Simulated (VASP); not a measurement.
**AlN: cell size and functional**

Which functional gives which lattice for AlN? The starting structure is a measured crystal structure from the Crystallography Open Database. The first relaxation on each setting starts from this cell expanded by 3 % in volume.

Method: Kohn-Sham DFT with plane waves and PAW; PBEsol, LDA, PBE, PBEsol + D3(BJ), r2SCAN, r2SCAN + rVV10, vdW-DF-cx and TPSS, in VASP 6.6.1.

## (1) The starting structure

It takes space group P6_3mc (No. 186, hexagonal). The conventional cell has a = 3.111 Å, b = 3.111 Å, c = 4.978 Å, α = 90.00°, β = 90.00°, γ = 120.00°. Al has 4 N at 1.89 to 1.92 Å nearest. Nearest to N lie 4 Al at 1.89 to 1.92 Å. Farther neighbours and most contacts between anions are not listed.

## (2) Relaxation with PBEsol

PBEsol restores the gradient expansion of exchange and is tuned for the cells of solids. This run starts from the cell of an earlier relaxation, which isn't shown; the restart sets up the plane waves anew.

Input file INCAR:

```
SYSTEM = AlN
PREC = Accurate
ENCUT = 520
EDIFF = 1E-06
NELM = 100
ISMEAR = 0
SIGMA = 0.03
LREAL = .FALSE.
ALGO = Normal
GGA = PS
NBANDS = 14
LORBIT = 11
LWAVE = .FALSE.
LCHARG = .FALSE.
KPAR = 8
IBRION = 2
NSW = 50
ISIF = 3
EDIFFG = -0.006
```

Input file POSCAR:

```
AlN
1.0
    3.1134037784      0.0000000000      0.0000000000
   -1.5567018893      2.6962867645      0.0000000000
    0.0000000000      0.0000000000      4.9831617408
Al N
2 2
Direct
    0.6666666667      0.3333333333      0.5014918702
    0.3333333333      0.6666666667      0.0014918702
    0.6666666667      0.3333333333      0.8835081298
    0.3333333333      0.6666666667      0.3835081298
```

Input file KPOINTS:

```
Automatic mesh
0
Gamma
8 8 4
0 0 0
```

The projector-augmented-wave data sets are Al and N (PBE family, release 64).

Run with:

```bash
> mpirun -np 8 vasp_std
```

The log of the run:

```text
[banner, memory and clock lines left out]
running    8 mpi-ranks, on    1 nodes
 distrk:  each k-point on    1 cores,    8 groups
 distr:  one band on    1 cores,    1 groups

 POSCAR found type information on POSCAR AlN
 POSCAR found :  2 types and       4 ions
|                                                                             |
|           W    W    AA    RRRRR   N    N  II  N    N   GGGG   !!!           |
|           W    W   A  A   R    R  NN   N  II  NN   N  G    G  !!!           |
|           W    W  A    A  R    R  N N  N  II  N N  N  G       !!!           |
|           W WW W  AAAAAA  RRRRR   N  N N  II  N  N N  G  GGG   !            |
|           WW  WW  A    A  R   R   N   NN  II  N   NN  G    G                |
|           W    W  A    A  R    R  N    N  II  N    N   GGGG   !!!           |
|                                                                             |
|     For optimal performance we recommend to set                             |
|       NCORE = 2 up to number-of-cores-per-socket                            |
|     NCORE specifies how many cores store one orbital (NPAR=cpu/NCORE).      |
|     This setting can greatly improve the performance of VASP for DFT.       |
|     The default, NCORE=1 might be grossly inefficient on modern             |
|     multi-core architectures or massively parallel machines. Do your        |
|     Unfortunately you need to use the default for GW and RPA                |
|     calculations (for HF NCORE is supported but not extensively tested      |
|     yet).                                                                   |
|                                                                             |

|                                                                             |
|               ----> ADVICE to this user running VASP <----                  |
|                                                                             |
|     You enforced a specific xc type in the INCAR file but a different       |
|     [... a line on the potential file left out ...]
|     I HOPE YOU KNOW WHAT YOU ARE DOING!                                     |
|                                                                             |

 LDA part: xc-table for (Slater+PW92), standard interpolation
 POSCAR, INCAR and KPOINTS ok, starting setup
 FFT: planning ... GRIDC
 FFT: planning ... GRID_SOFT
 FFT: planning ... GRID
 WAVECAR not read
 entering main loop
       N       E                     dE             d eps       ncg     rms          rms(c)
DAV:   1     0.411507185211E+02    0.41151E+02   -0.75344E+03   840   0.102E+03
DAV:   2    -0.322277487931E+02   -0.73378E+02   -0.67543E+02  1190   0.201E+02
DAV:   3    -0.357352983910E+02   -0.35075E+01   -0.34962E+01  1164   0.458E+01
DAV:   4    -0.357592477405E+02   -0.23949E-01   -0.23948E-01   930   0.438E+00
DAV:   5    -0.357595582805E+02   -0.31054E-03   -0.31053E-03  1158   0.505E-01    0.117E+01
DAV:   6    -0.313613981178E+02    0.43982E+01   -0.11906E+01  1032   0.255E+01    0.424E+00
DAV:   7    -0.313490814785E+02    0.12317E-01   -0.69060E-01   930   0.587E+00    0.288E+00
DAV:   8    -0.313177131373E+02    0.31368E-01   -0.83486E-02  1026   0.263E+00    0.533E-01
DAV:   9    -0.313120676697E+02    0.56455E-02   -0.18483E-02  1110   0.999E-01    0.248E-01
DAV:  10    -0.313124396270E+02   -0.37196E-03   -0.16128E-03   948   0.281E-01    0.155E-01
DAV:  11    -0.313123568508E+02    0.82776E-04   -0.17147E-04  1074   0.993E-02    0.344E-02
DAV:  12    -0.313123556789E+02    0.11719E-05   -0.60992E-06  1068   0.229E-02    0.557E-03
DAV:  13    -0.313123550828E+02    0.59614E-06   -0.37994E-06  1032   0.146E-02
   1 F= -.31312355E+02 E0= -.31312355E+02  d E =-.313124E+02
 curvature:   0.00 expect dE= 0.000E+00 dE for cont linesearch  0.000E+00
 trial: gam= 0.00000 g(F)=  0.720E-06 g(S)=  0.864E-05 ort = 0.000E+00 (trialstep = 0.100E+01)
 search vector abs. value=  0.936E-05
 reached required accuracy - stopping structural energy minimisation
```

It took 3.8 s on 8 MPI ranks of Intel Xeon 6975P-C (Granite Rapids), shared host; peak memory 1.3 GiB.

The logs omit lines about the potential files and the build; timing stands in the text.

From OUTCAR (step 2):

```text
ion  position               nearest neighbor table
   1  0.667  0.333  0.501-   4 1.89   4 1.89   4 1.89   3 1.90   2 3.07   2 3.07   2 3.07   2 3.07
                             2 3.07   2 3.07
   2  0.333  0.667  0.001-   3 1.89   3 1.89   3 1.89   4 1.90   1 3.07   1 3.07   1 3.07   1 3.07
                             1 3.07   1 3.07
   3  0.667  0.333  0.884-   2 1.89   2 1.89   2 1.89   1 1.90
   4  0.333  0.667  0.384-   1 1.89   1 1.89   1 1.89   2 1.90

  LATTYP: Found a hexagonal cell.
 ALAT       =     3.1134037784
 C/A-ratio  =     1.6005510674

 Subroutine GETGRP returns: Found 12 space group operations
 (whereof  6 operations were pure point group operations)

The static configuration has the point symmetry C_3v.
 The point group associated with its full space group is C_6v.

 Found     30 irreducible k-points:

   k-points           NKPTS =     30   k-points in BZ     NKDIM =     30   number of bands    NBANDS=     14

   dimension x,y,z NGX =    24 NGY =   24 NGZ =   40
   dimension x,y,z NGXF=    48 NGYF=   48 NGZF=   80

   ENCUT  =  520.0 eV  38.22 Ry    6.18 a.u.   5.79  5.79  9.27*2*pi/ulx,y,z

   NELECT =      16.0000    total number of electrons

 k-points in reciprocal lattice and weights: Automatic mesh
   0.00000000  0.00000000  0.00000000       0.004
   0.12500000  0.00000000  0.00000000       0.023
   0.25000000  0.00000000  0.00000000       0.023
   0.37500000  0.00000000  0.00000000       0.023
   0.50000000  0.00000000  0.00000000       0.012
   0.12500000  0.12500000  0.00000000       0.023
   0.25000000  0.12500000  0.00000000       0.047
   0.37500000  0.12500000  0.00000000       0.047
   0.25000000  0.25000000  0.00000000       0.023
[...]
0.25000000  0.25000000  0.50000000       0.023
   0.37500000  0.25000000  0.50000000       0.023

 average (electrostatic) potential at core
       1 -71.3874       2 -71.3874       3 -60.0192       4 -60.0192

 E-fermi :   6.2235

 k-point     1 :       0.0000    0.0000    0.0000
  band No.  band energies     occupation
    ...
      4       5.1751      2.00000
      5       5.1751      2.00000
      6       5.8292      2.00000
      7       5.8292      2.00000
      8       6.0538      2.00000
      9      10.1677      0.00000
     10      12.6034      0.00000
     11      16.5479      0.00000
     12      17.0745      0.00000
     13      17.0745      0.00000
    ...

 k-point     2 :       0.1250    0.0000    0.0000
  band No.  band energies     occupation
    ...
      4       4.2963      2.00000
      5       4.9298      2.00000
      6       4.9991      2.00000
      7       5.7921      2.00000
      8       5.9614      2.00000
      9      11.0019      0.00000
     10      13.3383      0.00000
     11      15.7086      0.00000
     12      15.9973      0.00000
     13      17.6390      0.00000
    ...

 k-point     3 :       0.2500    0.0000    0.0000
  band No.  band energies     occupation
    ...
      4       2.5592      2.00000
      5       3.5653      2.00000
      6       4.4615      2.00000
      7       5.6097      2.00000
      8       5.6274      2.00000
      9      12.1374      0.00000
     10      13.5256      0.00000
     11      14.0191      0.00000
     12      15.9755      0.00000
     13      17.5001      0.00000
    ...

  Total        0.0181131      0.0181131      0.0077564     -0.0000000      0.0000000      0.0000000
  in kB        0.6937397      0.6937397      0.2970753     -0.0000000      0.0000000      0.0000000
  external PRESSURE =       0.5615183 kB  Pullay stress =       0.0000000 kB

  energy-cutoff  :      520.00
  volume of cell :       41.83
      direct lattice vectors                 reciprocal lattice vectors
     3.113403778  0.000000000  0.000000000     0.321191876  0.185440216  0.000000000
    -1.556701889  2.696286764  0.000000000     0.000000000  0.370880432  0.000000000
     0.000000000  0.000000000  4.983161741     0.000000000  0.000000000  0.200675806

 POSITION                                       TOTAL-FORCE (eV/Angst)
 -----------------------------------------------------------------------------------
      1.55670      0.89876      2.49902        -0.000000      0.000000      0.001931
     -0.00000      1.79752      0.00743         0.000000     -0.000000      0.001931
      1.55670      0.89876      4.40266        -0.000000     -0.000000     -0.001931
     -0.00000      1.79752      1.91108         0.000000      0.000000     -0.001931
 -----------------------------------------------------------------------------------
    total drift:                               -0.000000      0.000000      0.000612

  FREE ENERGIE OF THE ION-ELECTRON SYSTEM (eV)
  ---------------------------------------------------
  free  energy   TOTEN  =       -31.3123550828 eV

  energy  without entropy=      -31.3123550828  energy(sigma->0) =      -31.31235508

 reached required accuracy - stopping structural energy minimisation

 total charge
# of ion       s       p       d       tot
------------------------------------------
    1        0.369   0.442   0.000   0.810
    2        0.369   0.442   0.000   0.810
    3        1.217   2.627   0.000   3.844
    4        1.217   2.627   0.000   3.844
--------------------------------------------------
tot          3.172   6.136   0.000   9.308

[... 3 further parts left out ...]
```

The PAW data sets were made with PBE, which is usual practice but a small mismatch for other functionals. The run keeps the 12 symmetry operations of its start, so it cannot find a distortion of lower symmetry.

With PBEsol the relaxed cell holds 10.458 Å³ an atom, +0.26 % against the measured cell, with a = 3.113 Å and c = 4.983 Å. Pressures at 0.985 and 1.015 times this volume, from two more relaxations that aren't shown, give a bulk modulus of 202.2 GPa.

## (3) Relaxation with LDA

LDA, the lowest rung, knows the local density alone. This run starts from the cell of an earlier relaxation, which isn't shown; the restart sets up the plane waves anew.

INCAR, as its differences from that of step 2:

```diff
@@ -9,3 +9,3 @@
 ALGO = Normal
-GGA = PS
+GGA = CA
 NBANDS = 14
```

Input file POSCAR:

```
AlN
1.0
    3.0914676025      0.0000000000      0.0000000000
   -1.5457338013      2.6772894788      0.0000000000
    0.0000000000      0.0000000000      4.9488494553
Al N
2 2
Direct
    0.6666666667      0.3333333333      0.5015008283
    0.3333333333      0.6666666667      0.0015008283
    0.6666666667      0.3333333333      0.8834991717
    0.3333333333      0.6666666667      0.3834991717
```

KPOINTS is that of step 2.

The projector-augmented-wave data sets are Al and N (LDA family, release 64).

Run with:

```bash
> mpirun -np 8 vasp_std
```

The log of the run:

```text
[banner, memory and clock lines left out]
running    8 mpi-ranks, on    1 nodes
[...]
[... a notice as in an earlier step ...]

 LDA part: xc-table for (Slater(with rela. corr.)+CA(PZ))
 , standard interpolation
 POSCAR, INCAR and KPOINTS ok, starting setup
[...]
entering main loop
       N       E                     dE             d eps       ncg     rms          rms(c)
DAV:   1     0.414769107267E+02    0.41477E+02   -0.75180E+03   840   0.102E+03
DAV:   2    -0.345674059982E+02   -0.76044E+02   -0.70139E+02  1188   0.194E+02
DAV:   3    -0.379547267178E+02   -0.33873E+01   -0.33710E+01  1134   0.422E+01
DAV:   4    -0.379743768556E+02   -0.19650E-01   -0.19648E-01   930   0.392E+00
[...]
DAV:  10    -0.328413712186E+02   -0.19625E-03   -0.10919E-03   930   0.202E-01    0.107E-01
DAV:  11    -0.328413105569E+02    0.60662E-04   -0.14411E-04  1074   0.926E-02    0.202E-02
DAV:  12    -0.328413102095E+02    0.34739E-06   -0.27092E-06  1030   0.130E-02
   1 F= -.32841310E+02 E0= -.32841310E+02  d E =-.328413E+02
[...]
reached required accuracy - stopping structural energy minimisation
```

Elapsed: 3.2 s, on 8 MPI ranks; peak memory 1.1 GiB.

From OUTCAR (step 3):

```text
  Total        0.0046432      0.0046432     -0.0201596     -0.0000000     -0.0000000      0.0000000
  in kB        0.1816203      0.1816203     -0.7885486     -0.0000000     -0.0000000      0.0000000
  external PRESSURE =      -0.1417693 kB  Pullay stress =       0.0000000 kB

 POSITION                                       TOTAL-FORCE (eV/Angst)
 -----------------------------------------------------------------------------------
      1.54573      0.89243      2.48185         0.000000      0.000000      0.004704
     -0.00000      1.78486      0.00743        -0.000000      0.000000      0.004704
      1.54573      0.89243      4.37230         0.000000     -0.000000     -0.004704
     -0.00000      1.78486      1.89788        -0.000000      0.000000     -0.004704
 -----------------------------------------------------------------------------------
    total drift:                               -0.000000      0.000000     -0.000321

  FREE ENERGIE OF THE ION-ELECTRON SYSTEM (eV)
  ---------------------------------------------------
  free  energy   TOTEN  =       -32.8413102095 eV

  energy  without entropy=      -32.8413102095  energy(sigma->0) =      -32.84131021

[... 2 parts as in an earlier step ...]

[... 2 further parts left out ...]
[key lines of the parts left out:]
E-fermi :   6.2992
```

With LDA the relaxed cell holds 10.240 Å³ an atom, -1.83 % against the measured cell, with a = 3.091 Å and c = 4.949 Å. That is -2.08 % from PBEsol. Pressures at 0.985 and 1.015 times this volume, from two more relaxations that aren't shown, give a bulk modulus of 211.7 GPa.

## (4) Relaxation with PBE

PBE, the usual starting point, adds the gradient of the density.

INCAR, as its differences from that of step 3:

```diff
@@ -9,3 +9,3 @@
 ALGO = Normal
-GGA = CA
+GGA = PE
 NBANDS = 14
```

Input file POSCAR:

```
AlN
1.0
    3.1418039835      0.0000000000      0.0000000000
   -1.5709019918      2.7208820635      0.0000000000
    0.0000000000      0.0000000000      5.0272903343
Al N
2 2
Direct
    0.6666666667      0.3333333333      0.5000000000
    0.3333333333      0.6666666667      0.0000000000
    0.6666666667      0.3333333333      0.8850000000
    0.3333333333      0.6666666667      0.3850000000
```

KPOINTS is that of step 3.

PAW data sets: Al and N (PBE family, release 64).

Run with:

```bash
> mpirun -np 8 vasp_std
```

The log of the run:

```text
[banner, memory and clock lines left out]
running    8 mpi-ranks, on    1 nodes
[...]
[... a notice as in an earlier step ...]

 LDA part: xc-table for (Slater+PW92), standard interpolation
 POSCAR, INCAR and KPOINTS ok, starting setup
[...]
entering main loop
       N       E                     dE             d eps       ncg     rms          rms(c)
DAV:   1     0.474979795707E+02    0.47498E+02   -0.74276E+03   840   0.102E+03
DAV:   2    -0.304712196904E+02   -0.77969E+02   -0.71542E+02  1204   0.203E+02
DAV:   3    -0.343875302291E+02   -0.39163E+01   -0.38991E+01  1158   0.470E+01
DAV:   4    -0.344158948782E+02   -0.28365E-01   -0.28363E-01   918   0.473E+00
[...]
DAV:  11    -0.297747207778E+02    0.10880E-03   -0.27283E-04  1026   0.127E-01    0.363E-02
DAV:  12    -0.297747235933E+02   -0.28154E-05   -0.14899E-05  1002   0.345E-02    0.104E-02
DAV:  13    -0.297747234634E+02    0.12983E-06   -0.62001E-06  1080   0.187E-02
   1 F= -.29774723E+02 E0= -.29774723E+02  d E =-.297747E+02
[... from here on, the cycles between the ionic steps are left out ...]
   2 F= -.29777544E+02 E0= -.29777544E+02  d E =-.282024E-02
   3 F= -.29780136E+02 E0= -.29780136E+02  d E =-.541290E-02
   4 F= -.29780570E+02 E0= -.29780570E+02  d E =-.433356E-03
   5 F= -.29780672E+02 E0= -.29780672E+02  d E =-.535735E-03
   6 F= -.29780682E+02 E0= -.29780682E+02  d E =-.952134E-05
   7 F= -.29780705E+02 E0= -.29780705E+02  d E =-.330945E-04
[...]
reached required accuracy - stopping structural energy minimisation
```

Run time: 11 s. Hardware: 8 MPI ranks; peak memory 1.4 GiB.

From OUTCAR (step 4):

```text
  Total       -0.0017398     -0.0017398     -0.0039689      0.0000000      0.0000000     -0.0000000
  in kB       -0.0655521     -0.0655521     -0.1495339      0.0000000      0.0000000     -0.0000000
  external PRESSURE =      -0.0935460 kB  Pullay stress =       0.0000000 kB

 POSITION                                       TOTAL-FORCE (eV/Angst)
 -----------------------------------------------------------------------------------
      1.56432      0.90316      2.51700         0.000000      0.000000     -0.000840
     -0.00000      1.80632      0.00879         0.000000      0.000000     -0.000840
      1.56432      0.90316      4.43074        -0.000000     -0.000000      0.000840
     -0.00000      1.80632      1.92253         0.000000     -0.000000      0.000840
 -----------------------------------------------------------------------------------
    total drift:                               -0.000000      0.000000      0.001109

  FREE ENERGIE OF THE ION-ELECTRON SYSTEM (eV)
  ---------------------------------------------------
  free  energy   TOTEN  =       -29.7807051903 eV

  energy  without entropy=      -29.7807051903  energy(sigma->0) =      -29.78070519

[... 2 parts as in an earlier step ...]

[... 2 further parts left out ...]
[key lines of the parts left out:]
E-fermi :   6.1358
```

With PBE the relaxed cell holds 10.631 Å³ an atom, +1.92 % against the measured cell, with a = 3.129 Å and c = 5.016 Å. That is +1.66 % from PBEsol. Pressures at 0.985 and 1.015 times this volume, from two more relaxations that aren't shown, give a bulk modulus of 194.9 GPa.

(Part 1 of 3 ends here.)

[Lines on the potential files, build, host, timing and source positions are cut from VASP's logs without a mark.]

[Logs are printed without paths, hosts, clocks, repeated set-up lines and the standing remarks that a program may print on its own settings, such as how far it seeks lower states.]

[Hosts, paths, dates, database ids (printed as entryN), source tags and the programs' standing remarks are cut or masked in the printed files.]
